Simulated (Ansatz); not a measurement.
MgF2 (rutile), relaxed with HSE06 (Ansatz, a program for electronic structure, plane waves, PAW): a = b = 4.6403 Å, c = 3.0549 Å, α = β = γ = 90.00°.

- gap (eV): 9.40
- B₀ by P(V) fit (GPa): 99.6

Question: The same phase is relaxed and computed with PBEsol in the same code. What are the cell and these values now?

Answer: a = b = 4.638 Å, c = 3.062 Å, α = β = γ = 90.00°.

* **gap (eV)**: 6.89
* **B₀ by P(V) fit (GPa)**: 97.2

All cells were relaxed under the symmetry of their starts (and spin orders); stability against distortions was not tested throughout.

Potentials: the later of the program's two PAW sets.

Ansatz is a plane-wave DFT program.
